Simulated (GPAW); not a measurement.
Input of a GPAW 26.7.0 run:

Contents of run.py:

```python
from ase import Atoms
from ase.dft.bandgap import bandgap
from ase.io import write
from ase.units import Bohr, GPa
from gpaw import GPAW, PW
from gpaw.elf import elf_from_dft_calculation

atoms = Atoms(['Hf', 'Hf'],
              cell=[[3.1967, 0.0, 0.0],
                    [-1.59835, 2.7684234083, 0.0],
                    [0.0, 0.0, 5.0578]],
              scaled_positions=[[0.6666666667, 0.3333333333, 0.75],
                                [0.3333333333, 0.6666666667, 0.25]],
              pbc=True)

calc = GPAW(mode=PW(600),
            xc='LDA',
            kpts={'size': (10, 10, 5), 'gamma': True},
            occupations={'name': 'methfessel-paxton', 'order': 0, 'width': 0.02},
            nbands=24,
            convergence={'density': 1e-05, 'energy': 1e-05},
            maxiter=150,
            txt='gpaw.txt')
atoms.calc = calc
energy = atoms.get_potential_energy()
forces = atoms.get_forces()
stress = atoms.get_stress()
calc.write('gs.gpw')
write('result.traj', atoms)
print(f'Energy: {energy:.6f} eV')
print('Forces (eV/A):')
print(forces.round(4))
print('Stress (GPa):', (stress / GPa).round(3))
print('Fermi level:', round(calc.get_fermi_level(), 4), 'eV')
print(f'Gap: {bandgap(calc)[0]:.4f} eV, direct: {bandgap(calc, direct=True)[0]:.4f} eV')

# fields on the real-space grid
write('density.cube', atoms, data=calc.get_pseudo_density() * Bohr**3)
write('potential.cube', atoms, data=calc.get_electrostatic_potential())
write('elf.cube', atoms, data=elf_from_dft_calculation(calc).data)
```

Potentials or basis: the program's PAW data sets (release 1.2.1) made for this functional, pw.

The run is started by

```console
$ OMP_NUM_THREADS=1 python run.py
```

Task: What does it give for the band gap on the k mesh?

Result: None (metal or under the smearing width).

Task: What does it give for the pressure?

Result: -7.7 GPa.

Stress tensor (GPa, compression positive):
```
-7.41  0.00  0.00
 0.00 -7.41  0.00
 0.00  0.00 -8.14
```

The run has no spin-orbit coupling, so splittings on Hf are missing.
